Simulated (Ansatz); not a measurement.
**Field gradients at the nuclei in MoS2 at a changed volume**

The cell is a structure deposited in the COD, relaxed with PBE at fixed cell and then changed (volume scaled by 0.98, ions relaxed).

```yaml
crystal:
  lattice:
    - [1.57089, 0.90695, 6.08224]
    - [-1.57089, 0.90695, 6.08224]
    - [0.00000, -1.81390, 6.08224]
  atoms:
    - { symbol: Mo, position: [0.99999, 0.99999, 0.99999] }
    - { symbol: S, position: [0.24738, 0.24738, 0.24738] }
    - { symbol: S, position: [0.41933, 0.41933, 0.41933] }
```

Atom numbers follow the list; atoms alike are taken as one site, whose name carries the number of the first.

All values are calculated (Ansatz; DFT, PBE, plane waves and PAW, scalar-relativistic, collinear spin, 420 eV cutoff, Γ-centred 16×16×16 k-points, Fermi–Dirac smearing 0.02 eV), not measured. Start moments as typed (μB): 2 on each Mo, none on the rest.

C_Q = eQV_zz/h, which is 24.18 MHz for Q = 1 b and V_zz = 10²¹ V/m²; η = (V_xx − V_yy)/V_zz. ν_Q = 3|C_Q|/[2I(2I − 1)].

⁹⁷Mo: I = 5/2, Q = 255.0 mb; 33S: I = 3/2, Q = -69.40 mb. Q values from Pyykkö, Mol. Phys. 116, 1328 (2018).

Q: Which values are expected at the nuclei?

A: 

```json
{"site": "Mo", "atoms (order as listed)": "1", "first shell": "6 S at 2.40 Å", "C_Q (MHz)": "-43.9", "η": "0.00", "ν_Q (MHz)": "6.59"}
{"site": "S2", "atoms (order as listed)": "2", "first shell": "3 Mo at 2.40 Å", "C_Q (MHz)": "8.69", "η": "0.00", "ν_Q (MHz)": "4.34"}
{"site": "S3", "atoms (order as listed)": "3", "first shell": "3 Mo at 2.40 Å", "C_Q (MHz)": "8.33", "η": "0.00", "ν_Q (MHz)": "4.16"}
```

An axis of threefold or higher order runs through Mo, S2 and S3, so V_zz lies along it and η is zero.

Without spin–orbit coupling (the program notes it for Mo) the gradients can shift somewhat, as the gap is small. The start moments die out, and the run ends without spin.
